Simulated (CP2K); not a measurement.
# Te2Mo in CP2K: further runs, part 2 of 2

CP2K 2026.2. The steps go on from the part before.

## 4. Band structure, r2SCAN

te2mo_bands.inp

```
&GLOBAL
  PROJECT te2mo_bands
  RUN_TYPE ENERGY_FORCE
  PRINT_LEVEL LOW
&END GLOBAL
&FORCE_EVAL
  METHOD QS
  STRESS_TENSOR ANALYTICAL
  &DFT
    BASIS_SET_FILE_NAME BASIS_MOLOPT_UZH
    POTENTIAL_FILE_NAME POTENTIAL_UZH
    &MGRID
      CUTOFF 675
      REL_CUTOFF 60
      NGRIDS 4
    &END MGRID
    &QS
      METHOD GPW
      EPS_DEFAULT 1.0E-9
    &END QS
    &KPOINTS
      SCHEME MONKHORST-PACK 9 9 2
      GAMMA_CENTERED T
      SYMMETRY T
      SYMMETRY_BACKEND SPGLIB
    &END KPOINTS
    &SCF
      SCF_GUESS ATOMIC
      EPS_SCF 1.0E-6
      MAX_SCF 100
      ADDED_MOS 15
      CHOLESKY OFF
      EPS_EIGVAL 1.0E-7
      &DIAGONALIZATION ON
        ALGORITHM STANDARD
      &END DIAGONALIZATION
      &MIXING ON
        METHOD BROYDEN_MIXING
        ALPHA 0.4
        BETA 1.5
        NBUFFER 8
      &END MIXING
      &SMEAR ON
        METHOD FERMI_DIRAC
        ELECTRONIC_TEMPERATURE 300.56
      &END SMEAR
    &END SCF
    &XC
      &XC_FUNCTIONAL
        &MGGA_X_R2SCAN
        &END MGGA_X_R2SCAN
        &MGGA_C_R2SCAN
        &END MGGA_C_R2SCAN
      &END XC_FUNCTIONAL
    &END XC
    &PRINT
      &KPOINTS ON
      &END KPOINTS
      &MULLIKEN ON
      &END MULLIKEN
      &MO ON
        ENERGIES T
        OCCUPATION_NUMBERS T
        &EACH
          QS_SCF 0
        &END EACH
        ADD_LAST NUMERIC
      &END MO
      &BAND_STRUCTURE
        FILE_NAME bands.bs
        ADDED_MOS 6
        &KPOINT_SET
          UNITS B_VECTOR
          NPOINTS 8
          SPECIAL_POINT GAMMA 0.00000000 0.00000000 0.00000000
          SPECIAL_POINT M 0.50000000 0.00000000 0.00000000
          SPECIAL_POINT K 0.33333333 0.33333333 0.00000000
          SPECIAL_POINT GAMMA 0.00000000 0.00000000 0.00000000
          SPECIAL_POINT A 0.00000000 0.00000000 0.50000000
          SPECIAL_POINT L 0.50000000 0.00000000 0.50000000
          SPECIAL_POINT H 0.33333333 0.33333333 0.50000000
          SPECIAL_POINT A 0.00000000 0.00000000 0.50000000
        &END KPOINT_SET
        &KPOINT_SET
          UNITS B_VECTOR
          NPOINTS 8
          SPECIAL_POINT L 0.50000000 0.00000000 0.50000000
          SPECIAL_POINT M 0.50000000 0.00000000 0.00000000
        &END KPOINT_SET
        &KPOINT_SET
          UNITS B_VECTOR
          NPOINTS 8
          SPECIAL_POINT K 0.33333333 0.33333333 0.00000000
          SPECIAL_POINT H 0.33333333 0.33333333 0.50000000
        &END KPOINT_SET
      &END BAND_STRUCTURE
    &END PRINT
  &END DFT
  &SUBSYS
    &CELL
      ABC 3.5602328140 3.5602328140 17.5240578200
      ALPHA_BETA_GAMMA 90.0000000000 90.0000000000 120.0000000001
      PERIODIC XYZ
    &END CELL
    &COORD
      Te  -0.0000000002 2.0555013736 1.7899870002
      Te  -0.0000000002 2.0555013736 15.7340708198
      Mo  0.0000000000 0.0000000000 0.0000000000
    &END COORD
    &KIND Te
      BASIS_SET TZVP-MOLOPT-SCAN-GTH-q6
      POTENTIAL GTH-SCAN-q6
    &END KIND
    &KIND Mo
      BASIS_SET TZVP-MOLOPT-SCAN-GTH-q14
      POTENTIAL GTH-SCAN-q14
    &END KIND
    &PRINT
      &ATOMIC_COORDINATES ON
      &END ATOMIC_COORDINATES
      &CELL ON
      &END CELL
    &END PRINT
  &END SUBSYS
  &PRINT
    &FORCES ON
    &END FORCES
    &STRESS_TENSOR ON
    &END STRESS_TENSOR
  &END PRINT
&END FORCE_EVAL
```

Potentials or basis: POTENTIAL_UZH Te GTH-SCAN-q6, Mo GTH-SCAN-q14; TZVP-MOLOPT-SCAN-GTH basis.

Started as:

```bash
$ OMP_NUM_THREADS=1 cp2k.psmp -i te2mo_bands.inp -o te2mo_bands.out
```

te2mo_bands.out:

```text

 CP2K| version string:                                       CP2K version 2026.2
 CP2K| Input file name                                           te2mo_bands.inp

 GLOBAL| Force Environment number                                              1
 GLOBAL| Basis set file name                                    BASIS_MOLOPT_UZH
 GLOBAL| Potential file name                                       POTENTIAL_UZH
 GLOBAL| MM Potential file name                                     MM_POTENTIAL
 GLOBAL| Coordinate file name                                      __STD_INPUT__
 GLOBAL| Method name                                                        CP2K
 GLOBAL| Project name                                                te2mo_bands
 GLOBAL| Run type                                                   ENERGY_FORCE
 GLOBAL| FFT library                                                       FFTW3
[... 6 lines left out ...]
 GLOBAL| Total number of message passing processes                             1
 GLOBAL| Number of threads for this process                                    1
 GLOBAL| CPU model name                          Intel(R) Xeon(R) Platinum 8488C

 CELL| Volume [angstrom^3]:                                           192.363250
 CELL| Vector a [angstrom]:       3.560     0.000     0.000   |a| =     3.560233
 CELL| Vector b [angstrom]:      -1.780     3.083     0.000   |b| =     3.560233
 CELL| Vector c [angstrom]:       0.000     0.000    17.524   |c| =    17.524058
 CELL| Angle (b,c), alpha [degree]:                                    90.000000
 CELL| Angle (a,c), beta  [degree]:                                    90.000000
 CELL| Angle (a,b), gamma [degree]:                                   120.000000
 CELL| Numerically orthorhombic:                                              NO
 CELL| Periodicity                                                           XYZ

 CELL_REF| Volume [angstrom^3]:                                       192.363250
 CELL_REF| Vector a [angstrom     3.560     0.000     0.000   |a| =     3.560233
 CELL_REF| Vector b [angstrom    -1.780     3.083     0.000   |b| =     3.560233
 CELL_REF| Vector c [angstrom     0.000     0.000    17.524   |c| =    17.524058
 CELL_REF| Angle (b,c), alpha [degree]:                                90.000000
 CELL_REF| Angle (a,c), beta  [degree]:                                90.000000
 CELL_REF| Angle (a,b), gamma [degree]:                               120.000000
 CELL_REF| Numerically orthorhombic:                                          NO
 CELL_REF| Periodicity                                                       XYZ
[... 10 lines left out ...]

  Total number of            - Atomic kinds:                                   2
                             - Atoms:                                          3
                             - Shell sets:                                     3
                             - Shells:                                        25
                             - Primitive Cartesian functions:                 14
                             - Cartesian basis functions:                     77
                             - Spherical basis functions:                     69

  Maximum angular momentum of- Orbital basis functions:                        3
                             - Local part of the GTH pseudopotential:          2
                             - Non-local part of the GTH pseudopotential:      4

 MODULE QUICKSTEP: ATOMIC COORDINATES IN ANGSTROM

   Atom Kind Element         X             Y             Z       Z(eff)     Mass
      1    1 Te   52     -0.000000      2.055501      1.789987   6.0000 127.6000
      2    1 Te   52     -0.000000      2.055501     15.734071   6.0000 127.6000
      3    2 Mo   42      0.000000      0.000000      0.000000  14.0000  95.9600

 SCF PARAMETERS         Density guess:                                    ATOMIC
                        --------------------------------------------------------
                        max_scf:                                             100
[... 90 lines left out ...]
    18 Broy./Diag. 0.40E+00    3.4     0.00004809       -84.1016798268  9.88E-06
    19 Broy./Diag. 0.40E+00    3.2     0.00003385       -84.1016837696 -3.94E-06
    20 Broy./Diag. 0.40E+00    3.1     0.00000359       -84.1017149863 -3.12E-05
    21 Broy./Diag. 0.40E+00    3.1     0.00000847       -84.1016996900  1.53E-05
    22 Broy./Diag. 0.40E+00    3.0     0.00000398       -84.1017079193 -8.23E-06
    23 Broy./Diag. 0.40E+00    3.0     0.00000750       -84.1017046551  3.26E-06
    24 Broy./Diag. 0.40E+00    3.0     0.00000281       -84.1016947426  9.91E-06
    25 Broy./Diag. 0.40E+00    3.0     0.00000052       -84.1016936097  1.13E-06

  *** SCF run converged in    25 steps ***

  Electronic density on regular grids:        -25.9999999960        0.0000000040
  Core density on regular grids:               25.9999999632       -0.0000000368
  Total charge density on r-space grids:       -0.0000000327
  Total charge density g-space grids:          -0.0000000327

  Overlap energy of the core charge distribution:               0.00000000007437
  Self energy of the core charge distribution:               -162.99760895463695
  Core Hamiltonian energy:                                     36.16393287162527
  Hartree energy:                                              54.25901126810029
  Exchange-correlation energy:                                -11.52702879486892
  Electronic entropic energy:                                  -0.00000000000087
  Fermi energy:                                                 0.01959390964600

  Total energy:                                               -84.10169360970683
  Total energy (extrapolated to T->0):                        -84.10169360970639

 MO| EIGENVALUES AND OCCUPATION NUMBERS FOR K POINT 1
 MO|
 MO|  Index      Eigenvalue [a.u.]        Eigenvalue [eV]             Occupation
 MO|      1              -2.299382             -62.569363               2.000000
 MO|      2              -1.328513             -36.150691               2.000000
 MO|      3              -1.326847             -36.105345               2.000000
 MO|      4              -1.325388             -36.065649               2.000000
 MO|      5              -0.408459             -11.114734               2.000000
 MO|      6              -0.396531             -10.790156               2.000000
[... 469 lines left out ...]
 MO|     27               0.577418              15.712335               0.000000
 MO|     28               0.581525              15.824098               0.000000
 MO| Sum:                                                              26.000000
 MO| E(Fermi):            0.019594 a.u.          0.533177 eV
 MO| Band gap:            0.091977 a.u.          2.502821 eV

 [... the levels of further k-points ...]

 !-----------------------------------------------------------------------------!
                     Mulliken Population Analysis

 #  Atom  Element  Kind  Atomic population                           Net charge
       1     Te       1          5.787488                              0.212512
       2     Te       1          5.787488                              0.212512
       3     Mo       2         14.425024                             -0.425024
 # Total charge                             26.000000                 -0.000000

 !-----------------------------------------------------------------------------!

 KPOINTS| Band Structure Calculation
 KPOINTS| Number of k-point sets                                               3
 KPOINTS| Number of added MOs/bands                                            6
 KPOINTS| Number of k-points in set    1                                      57
 KPOINTS| In units of b-vector [2pi/Bohr]
 KPOINTS| Special point     1       GAMMA     0.000000     0.000000     0.000000
 KPOINTS| Special point     2           M     0.500000     0.000000     0.000000
 KPOINTS| Special point     3           K     0.333333     0.333333     0.000000
 KPOINTS| Special point     4       GAMMA     0.000000     0.000000     0.000000
 KPOINTS| Special point     5           A     0.000000     0.000000     0.500000
 KPOINTS| Special point     6           L     0.500000     0.000000     0.500000
 KPOINTS| Special point     7           H     0.333333     0.333333     0.500000
 KPOINTS| Special point     8           A     0.000000     0.000000     0.500000
 KPOINTS| Number of k-points in set    2                                       9
 KPOINTS| In units of b-vector [2pi/Bohr]
 KPOINTS| Special point     1           L     0.500000     0.000000     0.500000
 KPOINTS| Special point     2           M     0.500000     0.000000     0.000000
 KPOINTS| Number of k-points in set    3                                       9
 KPOINTS| In units of b-vector [2pi/Bohr]
 KPOINTS| Special point     1           K     0.333333     0.333333     0.000000
 KPOINTS| Special point     2           H     0.333333     0.333333     0.500000

 ENERGY| Total FORCE_EVAL ( QS ) energy [hartree]            -84.101693135868530

 FORCES| Atomic forces [hartree/bohr]
 FORCES|   Atom     x               y               z               |f|
 FORCES|      1 -1.32355482E-09  2.48199926E-09  3.30840965E-03   3.30840965E-03
 FORCES|      2 -1.32131300E-09  2.48585626E-09 -3.30840965E-03   3.30840965E-03
 FORCES|      3  2.78916356E-09 -4.62831679E-09 -4.89701508E-13   5.40377182E-09
 FORCES| Sum     1.44295745E-10  3.39538726E-10  9.31606008E-13
 FORCES| Total atomic force                                       3.68929094E-10

 STRESS| Analytical stress tensor [bar]
 STRESS|                        x                   y                   z
 STRESS|      x        6.00547544850E+03  -5.75761598083E-05   3.85246035819E-06
 STRESS|      y       -5.75761598083E-05   6.00532693375E+03   6.71006923779E-06
 STRESS|      z        3.85246035819E-06   6.71006923779E-06   5.09723207384E+03
 STRESS| 1/3 Trace                                             5.70267815203E+03
 STRESS| Determinant                                           1.83830876827E+11

 STRESS| Eigenvectors and eigenvalues of the analytical stress tensor [bar]
 STRESS|                        1                   2                   3
 STRESS| Eigenvalues   5.09723207384E+03   6.00532693372E+03   6.00547544852E+03
 STRESS|      x          -0.000000004242      0.000387679654      0.999999924852
 STRESS|      y          -0.000000007389      0.999999924852     -0.000387679654
 STRESS|      z           1.000000000000      0.000000007391      0.000000004239
```

Wall time 89 s (1 thread of Intel Xeon Platinum 8488C (Sapphire Rapids), shared host); peak memory 0.92 GiB.

What came out:

```yaml
Free_energy: -2288.5235 eV
Largest_force: 0.170 eV/Å
Band_gap_on_the_k_mesh: 1.12 eV, direct
Band_gap_along_the_path: 1.12 eV, direct
Mulliken_charges: Te +0.21; Mo -0.43 e
```

Forces in eV/Å, atoms in the order of the input:
```
Te   0.000  0.000  0.170
Te   0.000  0.000 -0.170
Mo   0.000  0.000  0.000
```

Stress tensor (GPa, compression positive):
```
0.60 0.00 0.00
0.00 0.60 0.00
0.00 0.00 0.51
```

Levels at the corners of the path, in eV from the valence-band top:
```csv
point,band 11,band 12,band 13,band 14,band 15,band 16
Γ,-1.06,-1.06,-0.40,3.08,3.08,3.37
M,-1.76,-0.75,-0.51,1.48,1.83,3.55
K,-3.09,-1.90,0.00,1.12,2.07,2.64
Γ,-1.06,-1.06,-0.40,3.08,3.08,3.37
A,-1.06,-1.06,-0.40,3.08,3.08,3.37
L,-1.76,-0.75,-0.51,1.48,1.83,3.55
H,-3.09,-1.90,0.00,1.12,2.07,2.64
A,-1.06,-1.06,-0.40,3.08,3.08,3.37
L,-1.76,-0.75,-0.51,1.48,1.83,3.55
M,-1.76,-0.75,-0.51,1.48,1.83,3.55
K,-3.09,-1.90,0.00,1.12,2.07,2.64
H,-3.09,-1.90,0.00,1.12,2.07,2.64
```

Caveat: meta-GGAs are noisy in the vacuum on a uniform grid, which can shift empty levels and the work function; Mulliken charges move with the basis; spin-orbit coupling is left out, which moves the levels of the heavy elements; the basis of atomic orbitals isn't converged, which shifts pressures, moduli and gaps. r2SCAN opens gaps a little over a GGA but as a rule still falls short of measured ones.

## 5. Overview

| level | potentials or basis | points a segment of the path (NPOINTS) | bands added on the path | CUTOFF of the grids | gap on the mesh (eV) | largest force (eV/Å) |
| --- | --- | --- | --- | --- | --- | --- |
| LDA | GTH_POTENTIALS Te GTH-PADE-q6, Mo GTH-PADE-q14; TZVP-MOLOPT-PBE-GTH basis | 10 | 4 | 450 Ry | 1.04 | 0.15 |
| PBEsol | POTENTIAL_UZH Te GTH-PBE-q6, Mo GTH-PBE-q14; TZVP-MOLOPT-PBE-GTH basis | 6 | 2 | 450 Ry | 1.04 | 0.30 |
| r2SCAN | POTENTIAL_UZH Te GTH-SCAN-q6, Mo GTH-SCAN-q14; TZVP-MOLOPT-SCAN-GTH basis | 8 | 6 | 675 Ry | 1.12 | 0.17 |

Alike in all rows: task band structure; no spin polarisation; cell as given; k mesh 9 × 9 × 2; smearing fermi-dirac 0.0259 eV.

Caveats: spin-orbit coupling is left out, which moves the levels of the heavy elements; the basis of atomic orbitals isn't converged, which shifts pressures, moduli and gaps; the potentials were made for another functional, which shifts forces and pressure (some runs); meta-GGAs are noisy in the vacuum on a uniform grid, which can shift empty levels and the work function (some runs).

Absolute energies hang on the potentials; compare differences alone.
